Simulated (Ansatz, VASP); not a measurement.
# One calculation of AlN, two programs

The input INCAR:

```
ALGO     = Normal         # electronic algorithm
EDIFF    = 1E-8           # SCF threshold, eV
ENCUT    = 520            # plane-wave cutoff, eV
ISIF     = 2              # what is computed and relaxed
ISMEAR   = -1             # smearing method
LASPH    = T              # aspherical terms in the spheres
LCHARG   = F              # write CHGCAR
LEFG     = T            
LREAL    = F              # projectors in reciprocal space
LWAVE    = F              # write WAVECAR
NBANDS   = 11             # bands
NELM     = 100            # most SCF steps
PREC     = Accurate       # precision mode
SIGMA    = 0.01           # smearing width, eV
```

File KPOINTS:

```
k-points
0
Gamma
  12 12 12
```

File POSCAR:

```
AlN
1.0
    0.0000000000      1.9780000000      1.9780000000
    1.9780000000      0.0000000000      1.9780000000
    1.9780000000      1.9780000000      0.0000000000
Al N
1 1
Direct
    0.0000000000      0.0000000000      0.0000000000
    0.5000000000      0.5000000000      0.5000000000
```

Input for Ansatz:

```yaml
crystal:
  lattice:
    - [0.0, 1.978, 1.978]
    - [1.978, 0.0, 1.978]
    - [1.978, 1.978, 0.0]
  atoms:
    - { symbol: Al, position: [0.0, 0.0, 0.0] }
    - { symbol: "N", position: [0.5, 0.5, 0.5] }
kpoints:
  mp_grid: { grid: [12, 12, 12] }
  band_path:
    path:
      - [0.0, 0.0, 0.0]
      - [0.5, 0.0, 0.5]
      - [0.625, 0.25, 0.625]
      - [0.375, 0.375, 0.75]
      - [0.0, 0.0, 0.0]
      - [0.5, 0.5, 0.5]
      - [0.5, 0.25, 0.75]
      - [0.5, 0.0, 0.5]
    npoints: 14
scf:
  occupations: { method: fermi_dirac, width: 0.01 }
hamiltonian:
  xc: lda
  pseudopotentials: { kind: paw }
output:
  forces: true
  stress: true
  eigenvalues: true
  efg: { contact_densities: true }
  populations: true
  bader: true
  dos: { projected: true, de: 0.2, e_range: [-14, 8] }
  write_density: true
  write_potential: true
  elf: true
  volumetric_format: npy
```

Alike in both runs: task electric field gradients; functional LDA; k mesh 12 × 12 × 12; occupations fermi-dirac, width 0.01 eV; no spin polarisation.

|  | VASP | Ansatz |
| --- | --- | --- |
| version | VASP 6.6.1 | Ansatz 0.2.0 |
| potentials or method | VASP PAW LDA potentials, release 64 (Al, N) | PAW with Ansatz's default frozen-core files, scalar-relativistic |
| plane-wave cutoff (eV) | 520 | 420 |
| valence electrons in the cell | 8 | 8 |

VASP gave:

* gap on the k mesh at the Fermi level (eV): 5.07
* pressure (GPa): 13.2
* Vzz of the field gradient on the site that differs most (V/Å²): 0.0

Task: Which values does Ansatz return?

Result: gap on the k mesh at the Fermi level (eV): 5.07; pressure (GPa): 12.4; Vzz of the field gradient on the site that differs most (V/Å²): 0.0.

A k mesh can miss the band edges.
